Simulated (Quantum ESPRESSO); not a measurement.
Runs of Quantum ESPRESSO 7.5 on KF (Carobbiite). The structure is cubic, space group Fm-3m (No. 225). Conventional cell: a = 5.344 Å, b = 5.344 Å, c = 5.344 Å, α = 90.00°, β = 90.00°, γ = 90.00°. Around K (site symmetry m-3m) lie 6 F at 2.67 Å. F (site symmetry m-3m) is surrounded by 6 K at 2.67 Å. 

```csv
task,level,potentials or basis,k mesh,cutoff (eV),SCF threshold,form of the LDA correlation,symmetry,gap on the mesh (eV),pressure (GPa)
band structure,PBE,SSSP 1.3 efficiency PBE,9 × 9 × 9,816,4e-10 Ry,-,-,(a),(b)
band structure,LDA,GBRV 1.5 LDA,9 × 9 × 9,612,4e-10 Ry,PZ81,-,5.79,-3.8
band structure,r2SCAN,SG15 PBE 1.2,7 × 7 × 7,1197,1e-08 Ry,-,off,6.81,-0.6
band structure,PBEsol,GBRV 1.5 PBEsol,9 × 9 × 9,612,4e-10 Ry,-,-,6.04,(c)
```

Alike in all rows: no spin polarisation; cell as given; smearing fermi-dirac 0.05 eV.

Q: Fill in the values left out.

A: (a) 6.18; (b) 1.3; (c) -0.9.

Caveats: the potentials were made for another functional, which shifts forces and pressure (some runs).

